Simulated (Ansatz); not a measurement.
# BN: the cost of one run

Computed with Ansatz 0.2.0 (DFT PBEsol, scalar-relativistic, plane waves, PAW, unless a step's input says otherwise).

2 further runs of the same task are left out: 1 that didn't finish, 1 set aside as unsound or not needed.

### 1 The system as given

It takes space group R3m (No. 160, trigonal). The conventional cell has a = 2.504 Å, b = 2.504 Å, c = 10.445 Å, α = 90.00°, β = 90.00°, γ = 120.00°. B (site symmetry 3m) is surrounded by 3 N at 1.45 Å. N (site symmetry 3m) has 3 B at 1.45 Å as nearest neighbours.

Structure file:

```
CELL_PARAMETERS angstrom
1.25210 0.72290 3.48153
-1.25210 0.72290 3.48153
0.00000 -1.44580 3.48153
ATOMIC_POSITIONS crystal
B 0.99962 0.99962 0.99962
N 0.33281 0.33281 0.33281
```

It goes back to an entry of the Materials Project, which need not be the stable form.

This cell was relaxed beforehand with the same method: volume 9.45 Å³/atom, gap on the mesh 4.24 eV.

Bulk energy on matching settings, from an earlier run: -266.8898 eV/atom.

### 2 Cutting the (101) slab

Miller indices refer to the conventional cell of the relaxed bulk, R3m (No. 160): a = 2.504 Å, b = 2.504 Å, c = 10.445 Å, α = 90.00°, β = 90.00°, γ = 120.00°.

The slab is a (101) slab, 11.3 Å thick as cut, with 15 Å of vacuum; its outer planes are B (top) and N (bottom).

The slab as cut. Its planes from the bottom up:

```csv
plane,atoms per cell,height over the lowest (Å)
1,N,0.00
2,B,0.71
3,N,2.12
4,B,2.83
5,N,4.25
6,B,4.95
7,N,6.37
8,B,7.08
9,N,8.49
10,B,9.20
11,N,10.62
12,B,11.32
```

### 3 Single point on the unrelaxed (101) slab

A dipole layer in the vacuum cancels the field that periodic copies would set up if the slab's two faces differ.

The input, input.yaml:

```yaml
crystal:
  lattice:
    - [2.504194671, 0.0, 0.0]
    - [-1.2520973355, 3.5557880305, 0.0]
    - [0.0, 0.0, 26.3245147649]
  atoms:
    - { symbol: "N", position: [0.0405781401, 0.0811562803, 0.2849055364] }
    - { symbol: B, position: [0.5614564122, 0.1229128243, 0.3117811734] }
    - { symbol: "N", position: [0.6025756805, 0.2051513609, 0.3655681945] }
    - { symbol: B, position: [0.1234539525, 0.246907905, 0.3924438314] }
    - { symbol: "N", position: [0.1645732208, 0.3291464416, 0.4462308525] }
    - { symbol: B, position: [0.6854514928, 0.3709029856, 0.4731064895] }
    - { symbol: "N", position: [0.7265707611, 0.4531415222, 0.5268935105] }
    - { symbol: B, position: [0.2474490331, 0.4948980662, 0.5537691475] }
    - { symbol: "N", position: [0.2885683014, 0.5771366028, 0.6075561686] }
    - { symbol: B, position: [0.8094465734, 0.6188931469, 0.6344318055] }
    - { symbol: "N", position: [0.8505658417, 0.7011316835, 0.6882188266] }
    - { symbol: B, position: [0.3714441138, 0.7428882275, 0.7150944636] }
basis:
  ecutwfc: 420
kpoints:
  mp_grid: { grid: [11, 8, 1] }
hamiltonian:
  xc: pbesol
scf:
  occupations: { method: gaussian, width: 0.05 }
output:
  forces: true
  stress: true
  eigenvalues: true
  write_density: true
  write_potential: true
  elf: true
  volumetric_format: npy
efield:
  axis: 3
  dipole_correction: true
  ramp_width: 0.04
```

Command:

```
> ansatz run input.yaml --threads 1 --pin off --max-ram 2560MiB --backend cpu --events-out ev --progress --plain --runs-dir out
```

Q: Estimate wall time and peak memory on 1 thread of AMD EPYC 7R43 (Zen 3), shared host.

About 65 s, with a peak of 0.61 GiB.
